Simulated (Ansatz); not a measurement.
# Al: one candidate of a structure search, part 2 of 2

Where does this trial cell of Al go when cell and atoms are let free?

Ansatz 0.2.0; DFT PBE, scalar-relativistic, plane waves, PAW. Earlier steps stand in the parts before.

## Step 4: Full relaxation

The end of the coarse run is made exact in the group found at a tolerance of 0.06 Å and reduced to its primitive cell.

File input.yaml:

```yaml
crystal:
  lattice:
    - [4.9957375715, 0.0, 0.0]
    - [0.0, 4.9957375715, 0.0]
    - [0.0, 0.0, 4.9957375715]
  atoms:
    - { symbol: Al, position: [0.25, 0.0, 0.5] }
    - { symbol: Al, position: [0.75, 0.0, 0.5] }
    - { symbol: Al, position: [0.5, 0.25, 0.0] }
    - { symbol: Al, position: [0.5, 0.75, 0.0] }
    - { symbol: Al, position: [0.0, 0.5, 0.25] }
    - { symbol: Al, position: [0.0, 0.5, 0.75] }
basis:
  ecutwfc: 420
kpoints:
  mp_grid: { grid: [8, 8, 8] }
hamiltonian:
  xc: pbe
scf:
  occupations: { method: gaussian, width: 0.1 }
output:
  forces: true
  stress: true
  eigenvalues: true
relax:
  adjacent_minimum: "off"
  f_tol: 0.01
  max_steps: 80
  cell: { stress_tol: 0.05 }
```

Command:

```
> ansatz run input.yaml --threads 1 --pin off --max-ram 2048MiB --backend cpu --events-out ev --progress --plain --runs-dir out
```

Log, cut to the lines that bear on the results:

```text
Warning: RAYON_NUM_THREADS=1 ignored (pool sized by the plan → 1); use --threads N
[...]
Pseudopotentials: kind: paw
Pseudopotential: Al, paw, valence charge 3, recommended cutoff 420 eV (normal), Al.paw.azcp
Functional definition: PBE
[...]
Crystal: 6 atoms, lattice volume = 124.681 Å³
Basis set: ecut = 420 eV, 2469 PW (Γ), exchange–correlation on 72×72×72 points (8 copies of the dense FFT grid, shifted against one another)
Bands: 15, of which v1, the nominal top of the filled ones, is band 9 counted from 1 (8 counted from 0)
Symmetry: 48 space group operations
Space group: Pm-3n (ITA 223), of the structure as read, at distance tolerance 5.0e-5 Å
k-points: 35 of 512
[...]
SCF iter   1: F=—  HF=-3222.775499 eV  |F-HF|=—  |Δ(HF+E_count)|=         —  Δρ=1.11e-3  dr2=1.80e-3  ethr=1.77e-3  ⟨swp⟩=6.4  Hψ=3450  notcnv=0
[...]
--- Band table (eV; the first three rows and the last of 35) ---
  k-point 0: bands = ["-4.2209", "0.3937", "0.3937", "1.8763", "1.8763", "1.8763", "3.8998", "5.3575", "5.3575", "6.9477", "6.9477", "6.9477", "7.3797", "7.3797", "7.3797"]
[...]
--- Relaxed structure (2 steps of the walk, 2 accepted, 1 SCFs on fresh bases) ---
  F+E_penalty+E_count = -3222.77974484 eV   max|allowed force component| = 1.169e-16 eV/Å   (the final SCF, on the basis selected at the relaxed cell)
  cell:  # Å, volume = 124.0221 Å³
    - [4.98692767871938, 0.0, -8.024708101613482e-35]
    - [0.0, 4.98692767871938, 1.6049416203226965e-35]
    - [4.81482486096809e-35, 1.6049416203226965e-35, 4.98692767871938]
  atoms:
    - { symbol: Al, position: [0.25, 2.891359759429322e-35, 0.5] }
    - { symbol: Al, position: [0.7499999999999999, 1.606310977460735e-35, 0.5] }
    - { symbol: Al, position: [0.5, 0.25, 6.42524390984294e-36] }
    - { symbol: Al, position: [0.5, 0.7499999999999999, 6.42524390984294e-36] }
    - { symbol: Al, position: [3.74805894740838e-36, 0.5, 0.25] }
    - { symbol: Al, position: [1.4992235789633523e-35, 0.5, 0.7499999999999999] }
```

Wall time 6.3 s (1 thread of Intel Xeon 6975P-C (Granite Rapids), shared host); peak memory 0.44 GiB.

The steps of the relaxation:

| step | E - E(step 1) (eV/cell) | largest force component (eV/Å) | pressure (GPa) | volume (Å³) |
| --- | --- | --- | --- | --- |
| 1 | 0.0000 | 0.0000 | -0.27 | 124.68 |
| 2 | -0.0007 | 0.0000 | 0.01 | 124.02 |
| 3 | -0.0005 | 0.0000 | 0.01 | 124.02 |

Step 1 is the start. Step 3 repeats the geometry before it on a plane-wave basis chosen anew for that cell, so its energy need not be comparable with the rows above.

|  | before | after | change |
| --- | --- | --- | --- |
| a (Å) | 4.996 | 4.987 | -0.2 % |
| b (Å) | 4.996 | 4.987 | -0.2 % |
| c (Å) | 4.996 | 4.987 | -0.2 % |
| volume (Å³/atom) | 20.78 | 20.67 | -0.5 % |
| shortest distance (Å) | 2.498 | 2.493 | -0.2 % |
| space group (0.01 Å) | Pm-3n | Pm-3n | same |

Forces and stress were held to the start's 48 operations: a distortion of lower symmetry was not tested.

## Step 5: Variant: dr2_threshold 1.0e-05, f_tol 0.001, max_displacement 0.05

Changes to input.yaml since step 4:

```diff
@@ -20,10 +20,12 @@
   occupations: { method: gaussian, width: 0.1 }
+  convergence: { dr2_threshold: 1.0e-05 }
 output:
   forces: true
+  eigenvalues: true
   stress: true
-  eigenvalues: true
 relax:
   adjacent_minimum: "off"
-  f_tol: 0.01
+  f_tol: 0.001
   max_steps: 80
   cell: { stress_tol: 0.05 }
+  max_displacement: 0.05
```

Command:

```
> ansatz run input.yaml --threads 1 --pin off --max-ram 2048MiB --backend cpu --events-out ev --progress --plain --runs-dir out
```

Log, cut to the lines that bear on the results:

```text
Warning: scf.convergence.dr2_threshold = 1e-5 eV is looser than this run's default, which is 1e-7 eV or tighter. The error in the forces grows as the threshold's square root, so leave the key out unless less accurate forces are enough
Warning: relax.cell: scf.convergence.dr2_threshold = 1e-5 eV is looser than the 6e-10 eV advised for a relaxation that steers and ends on the stress (1e-10 eV for each atom of the cell: 6). What an SCF threshold leaves in a stress goes as its square root, and in the free energy as the [...]
Warning: RAYON_NUM_THREADS=1 ignored (pool sized by the plan → 1); use --threads N
[...]
[... 3 set-up lines as earlier in the session ...]
[...]
Crystal: 6 atoms, lattice volume = 124.681 Å³
Basis set: ecut = 420 eV, 2469 PW (Γ), exchange–correlation on 72×72×72 points (8 copies of the dense FFT grid, shifted against one another)
Bands: 15, of which v1, the nominal top of the filled ones, is band 9 counted from 1 (8 counted from 0)
[... 1 set-up line as earlier in the session ...]
[...]
  atom   6  Al     0.00000000    -0.00000000     0.00000000
[...]
--- Stress (GPa, compression-positive) ---
        0.012050       0.000000       0.000000
        0.000000       0.012050      -0.000000
        0.000000      -0.000000       0.012050
  P = ⅓ Tr σ = 0.0121 GPa (0.121 kbar)
--- Band table (eV; the first three rows and the last of 35) ---
  k-point 0: bands = ["-4.2209", "0.3936", "0.3936", "1.8763", "1.8763", "1.8763", "3.8997", "5.3574", "5.3574", "6.9477", "6.9477", "6.9477", "7.3797", "7.3797", "7.3797"]
[...]
--- Relaxed structure (2 steps of the walk, 2 accepted, 1 SCFs on fresh bases) ---
  F+E_penalty+E_count = -3222.77974483 eV   max|allowed force component| = 8.789e-17 eV/Å   (the final SCF, on the basis selected at the relaxed cell)
  cell:  # Å, volume = 124.0221 Å³
    - [4.986927771493332, -1.7654357823549663e-34, -6.419766481290786e-35]
    - [-1.7654357823549663e-34, 4.986927771493332, 0.0]
    - [-6.419766481290786e-35, 0.0, 4.986927771493332]
  atoms:
    - { symbol: Al, position: [0.25, 7.228399398573307e-35, 0.5] }
    - { symbol: Al, position: [0.75, -4.3370396391439845e-35, 0.5] }
    - { symbol: Al, position: [0.5, 0.25, 2.3023790676937197e-35] }
    - { symbol: Al, position: [0.5, 0.75, 2.1417479699476464e-35] }
    - { symbol: Al, position: [1.4135536601654462e-34, 0.5, 0.25] }
    - { symbol: Al, position: [1.2850487819685877e-34, 0.5, 0.75] }
```

Wall time 5.9 s (1 thread of Intel Xeon 6975P-C (Granite Rapids), shared host); peak memory 0.43 GiB.

```tsv
run	ending	energy change	pressure (GPa)	gap (eV)	force (eV/Å)	cycles	time
step 4	converged	0	0.0	0.00	0.00	-	6.3 s
variant	converged	0.0 meV/atom	0.0	0.00	0.00	-	5.9 s
```

Same state: the changed convergence setting and walk settings leaves the energy within 0.5 meV/atom.

## Step 6: Results

The summary covers parts 1 to 2. Changes of volume or cell count from the first structure of part 1.

| quantity | value |
| --- | --- |
| symmetry at the end (tolerance 0.05 Å) | space group Pm-3n (No. 223) |
| conventional cell | a = 4.987 Å, b = 4.987 Å, c = 4.987 Å, α = 90.00°, β = 90.00°, γ = 90.00° |
| volume | 20.67 Å³/atom |
| energy over the standard state | +0.38 eV/atom |
| gap on the mesh | none (metal) |

In words: The space group Pm-3n (No. 223) is kept, and the volume per atom grows by 30.0 % from the first guess. It lies above the element's standard state, so it is metastable at best. No finished test with a distortion of lower symmetry is shown, so the end may be a saddle point.
